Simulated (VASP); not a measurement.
Set up this calculation in VASP 6.6.1, as an ASE script.

```
Task                   : single point
Functional             : PBE
Dispersion             : D3(BJ)
Potentials or basis    : VASP PAW PBE potentials, release 54 (Hf_pv)
Cutoff                 : 520 eV
k mesh                 : 10 × 10 × 5
Occupations            : methfessel-paxton, width 0.1 eV
Spin                   : no spin polarisation
Further INCAR settings : ALGO = Fast; EDIFF = 1.00e-06
```

The system is Hf.

```xyz
2
Lattice="3.1967 0.0000 0.0000 -1.5983 2.7684 0.0000 0.0000 0.0000 5.0578" Properties=species:S:1:pos:R:3 pbc="T T T"
Hf    1.5984    0.9228    3.7934
Hf    0.0000    1.8456    1.2645
```

One way to write it, as run:

run.py

```python
from ase.calculators.vasp import Vasp
from ase.dft.bandgap import bandgap
from ase.spacegroup import crystal

atoms = crystal(
    ['Hf'],
    basis=[[0.6666666667, 0.3333333333, 0.75]],
    spacegroup=194,
    setting=1,
    cellpar=[3.1967, 3.1967, 5.0578, 90.0, 90.0, 120.0],
    primitive_cell=True,
)
calc = Vasp(
    directory='calc',
    xc='pbe',
    pp='PBE',
    setups='recommended',
    pp_version='54',
    prec='Accurate',
    encut=520,
    ediff=1e-06,
    ismear=1,
    sigma=0.1,
    lreal=False,
    lasph=True,
    nelm=60,
    algo='Fast',
    isif=2,
    lwave=False,
    lcharg=False,
    ivdw=12,
    kpts=[10, 10, 5],
    gamma=True,
)
atoms.calc = calc

print('energy (eV):', atoms.get_potential_energy())
print('free energy (eV):', atoms.get_potential_energy(force_consistent=True))
print('forces (eV/A):')
print(atoms.get_forces())
print('stress (eV/A^3, Voigt):', atoms.get_stress())
print('Fermi level (eV):', calc.get_fermi_level())
gap, top, bottom = bandgap(calc)
print('band gap (eV):', gap, 'from (spin, k, band)', top, 'to', bottom)
```

Potentials or basis: VASP PAW PBE potentials, release 54 (Hf_pv).

The run is started by

```console
$ python run.py
```

Results of the run:

* Pressure: -3.3 GPa
* Band gap on the k mesh: none (metal or under the smearing width)
* Dispersion energy per atom: -0.450 eV

Caveat: pairwise dispersion overbinds metals, which lowers pressure and volume.

Run time: 32 s on 1 thread of AMD EPYC 7R13 Processor (Zen 3), on a shared host, peak memory 0.14 GiB.
